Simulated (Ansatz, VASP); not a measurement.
**Ni in VASP and in Ansatz**

```xyz
1
Lattice="2.3892 0.0000 0.0000 -0.7964 2.2526 0.0000 -0.7964 -1.1263 1.9508" Properties=species:S:1:pos:R:3 pbc="T T T"
Ni    0.0000    0.0000    0.0000
```

Alike in both runs: functional r2SCAN; dispersion D4; k mesh 15 × 15 × 15; occupations fermi-dirac, width 0.1 eV; collinear spin.

Ansatz relaxed the structure, and its values are those at the end. VASP's run is a single point on that final structure, the one shown.

```csv
,VASP,Ansatz
version,VASP 6.6.1,Ansatz 0.2.0
potentials or method,"VASP PAW PBE potentials, release 64 (Ni)","plane waves, PAW"
plane-wave cutoff (eV),520,558
valence electrons in the cell,10,18
```

Ansatz gave:

```
pressure (GPa)                                                : 0.0
net moment per atom (μB)                                      : 0.65
size of the moment on the site where the two differ most (μB) : 0.71
dispersion energy (meV/atom)                                  : -161.2
```

Problem. Which values does VASP return?

Solution. Pressure (GPa): 0.4; net moment per atom (μB): 0.64; size of the moment on the site where the two differ most (μB): 0.66; dispersion energy (meV/atom): -161.1.

Site moments also hang on the region over which each program counts them. The two sets of potentials don't hold the same shells in valence.

Caveats: the PAW data sets were made with another functional, which shifts forces and pressure a little (VASP); pairwise dispersion overbinds metals, which lowers pressure and volume.
